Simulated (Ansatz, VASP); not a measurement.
This is a calculation of TiAl for Ansatz 0.2.0.

File input.yaml:

```yaml
crystal:
  lattice:
    - [2.9049936943, 0.0, 0.0]
    - [-1.4524968471, 2.515798337, 0.0]
    - [0.0, 0.0, 4.7396437833]
  atoms:
    - { symbol: Ti, position: [0.0, 0.0, 0.0] }
    - { symbol: Al, position: [0.3333333333, 0.6666666667, 0.5] }
hamiltonian:
  xc: pbesol
  pseudopotentials: { kind: paw }
kpoints:
  mp_grid: { grid: [11, 11, 6] }
scf:
  occupations: { method: fermi_dirac, width: 0.05 }
output:
  forces: true
  stress: true
  eigenvalues: true
```

Potentials or basis: Ansatz PAW.

The run is started by

```console
$ ansatz run input.yaml --threads 1 --pin off --max-ram 3584MiB --backend cpu --events-out ev --progress --plain --runs-dir out
```

Task: Translate it to VASP 6.6.1. Potentials there: VASP PAW PBE potentials, release 64 (Ti_sv, Al).

Result: As run (the cutoff follows the program's own potentials):

File INCAR:

```
PREC = Accurate
ENCUT = 520
EDIFF = 1E-7
ISMEAR = -1
SIGMA = 0.05
LREAL = F
LASPH = T
NELM = 80
ALGO = Normal
ISIF = 2
LWAVE = F
LCHARG = F
GGA = PS
NBANDS = 14
```

KPOINTS

```
regular mesh
0
Gamma
  11 11 6
```

The input POSCAR:

```
TiAl
1.0
    2.9049936943      0.0000000000      0.0000000000
   -1.4524968471      2.5157983370      0.0000000000
    0.0000000000      0.0000000000      4.7396437833
Ti Al
1 1
Direct
    0.0000000000      0.0000000000      0.0000000000
    0.3333333333      0.6666666667      0.5000000000
```

Potentials or basis: VASP PAW PBE potentials, release 64 (Ti_sv, Al).

The run is started by

```bash
$ cat potpaw_PBE.64/Ti_sv/POTCAR potpaw_PBE.64/Al/POTCAR > POTCAR
$ mpirun -np 1 vasp_std > vasp.out
```

Both were run:

|  | VASP | Ansatz | Ansatz less VASP |
| --- | --- | --- | --- |
| gap on the k mesh at the Fermi level (eV) | none | none | - |
| pressure (GPa) | -6.5 | -6.5 | 0.00 |
| largest component of the traceless stress (GPa) | 1.43 | 1.49 | +0.060 |

A gap of «none» marks a metal or a gap that the smearing closes.

Caveats: the PAW data sets were made with another functional, which shifts forces and pressure a little (VASP); the PAW data sets come from PBE, with cores solved anew for the run's functional, which leaves a small shift of forces and pressure (Ansatz).
